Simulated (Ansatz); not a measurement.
InP (distorted cell), a check of forces and pressure against finite differences

Run with Ansatz 0.2.0, Python API.

`inp.py`
```python
"""Do the forces of InP match the slope of the free energy with displaced atoms."""

import ansatz as az
import numpy as np

FUNCTIONAL = "lda"
OCCUPATIONS = "fixed"
CUTOFF = 540
KMESH = (4, 4, 4)
SCF_TOL = 1e-09

VECTORS = np.array([
    [0.0081, 3.07552, 2.94814],
    [2.91082, 0.08694, 2.8693],
    [2.93556, 3.02142, 0.0622],
])
SITES = [
    ("In", [0.99298, 0.03457, 0.99942]),
    ("P", [0.21634, 0.27403, 0.283]),
]


def crystal_on(cell):
    crystal = az.Crystal(lattice=az.Lattice.of(cell))
    for symbol, position in SITES:
        crystal = crystal.atom(symbol, position)
    return crystal


def main() -> None:
    def solve(crystal):
        return (
            crystal.calculation()
            .functional(FUNCTIONAL)
            .occupations(OCCUPATIONS)  # no smearing
            .basis(CUTOFF, xc_grid=2)  # cutoff of the orbital basis
            .kpoints(*KMESH)  # the mesh must be finer for metals
            .scf(tolerance=SCF_TOL)
            .forces()
            .stress()
            .run(threads=1)
        ).report


    centre = solve(crystal_on(VECTORS))
    start = crystal_on(VECTORS)
    # move one atom both ways along a Cartesian axis
    print(f"force on atom 1 along z: analytic {centre['forces_ev_ang'][1][2]:.4f} eV/A")
    for h in (0.004, 0.016):
        shift = np.eye(3)[2] * h @ np.linalg.inv(VECTORS)
        plus, minus = (solve(start.move(1, to=np.array(SITES[1][1]) + sign * shift))["lagrangian_ev"] for sign in (1, -1))
        print(f"  step {h} A: numerical {-(plus - minus) / (2 * h):.4f} eV/A")
    # P = -dF/dV; the difference feels the change of the plane-wave count with the cell
    volume = abs(np.linalg.det(VECTORS))
    larger, smaller = (solve(crystal_on(VECTORS * (1 + sign * 0.005) ** (1 / 3)))["lagrangian_ev"] for sign in (1, -1))
    numerical = -(larger - smaller) / (0.01 * volume) * 160.21766
    print(f"pressure: analytic {np.trace(centre['stress_gpa']) / 3:.3f}, numerical {numerical:.3f} GPa")


if __name__ == "__main__":
    main()
```

`python inp.py` gives:
```text
DeckWarning: output.stress: scf.convergence.dr2_threshold = 1e-9 eV is looser than the 2e-10 eV advised for a printed stress (1e-10 eV for each atom of the cell: 2). What an SCF threshold leaves in a [...]
force on atom 1 along z: analytic 0.7959 eV/A
  step 0.004 A: numerical 0.7959 eV/A
  step 0.016 A: numerical 0.7957 eV/A
pressure: analytic -0.329, numerical -0.327 GPa
```
(Warnings from the package without file and line, shortened.)

Caveats:
- The k-point mesh is coarse, and energy and stress weren't tested for convergence.
- Of the deposited cell: the entry's cell lengths or inner coordinates differ somewhat from later room-temperature determinations.
- Pressure is positive in compression.
- The cell is a database structure, distorted on purpose.
- The central difference errs as the square of the step, so the shorter step is the fairer test; what remains comes from the finite grid and the SCF threshold.
- Run time: 26 s on 1 thread of Arm Neoverse V1, on a shared host, peak memory 0.41 GiB.
